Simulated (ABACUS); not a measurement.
**Ni under changes of volume**

One of the cells (10.569 Å³/atom); the others are scaled copies at fixed shape and fractional positions:

```xyz
2
Lattice="2.4480 0.0000 0.0000 -1.2240 2.1201 0.0000 0.0000 0.0000 4.0728" Properties=species:S:1:pos:R:3 pbc="T T T"
Ni    1.2240    0.7067    3.0546
Ni    0.0000    1.4134    1.0182
```

This isn't the form of Ni at room conditions, which is fcc.

```yaml
Program: ABACUS 3.10.1
Functional: PBE
Potentials_or_basis: PseudoDojo NC SR 0.4.1 PBE standard
Cutoff: 1361 eV
Density_cutoff: 5442 eV
Basis: DZP LCAO (the cutoffs set its grid)
k_mesh: 12 × 12 × 7
Occupations: fermi-dirac, width 0.05 eV
Spin: collinear spin, ferromagnetic start
Starting_moments: "[1.0, 1.0] μB"
```

```csv
volume (Å³/atom),energy over the lowest point (meV/atom),pressure (GPa),moment (μB per cell)
9.935,71.37,24.4,1.26
10.146,?,?,?
10.357,23.03,12.9,1.31
10.569,9.18,8.0,1.32
10.780,1.85,3.6,1.34
10.992,0.00,-0.3,1.35
11.203,2.65,-3.8,1.36
```

Task: What does the run at 10.146 Å³/atom give?

Result: Energy over the lowest point 43.15 meV/atom; pressure 18.3 GPa; moment 1.29 μB per cell.

Worked out: A Birch-Murnaghan fit of order 3 (a polynomial in V^(-2/3)) to the other rows has its minimum at 10.97 Å³/atom with B0 = V·E''(V) = 193 GPa and B' = 5.0 at fixed shape and positions, which overstates the stiffness. It gives 43.31 meV/atom at 10.146 Å³/atom, against the run's 43.15, and -dE/dV = 18.3 GPa, against 18.3. A parabola through the other rows of the moment, of slope 0.107 μB per Å³/atom there, gives 1.28 μB, against the run's 1.29.

Energies are extrapolated to zero smearing.

Caveats: the atomic orbitals were generated for these runs and aren't a published set; the basis of atomic orbitals isn't converged, which shifts pressures, moduli and gaps.
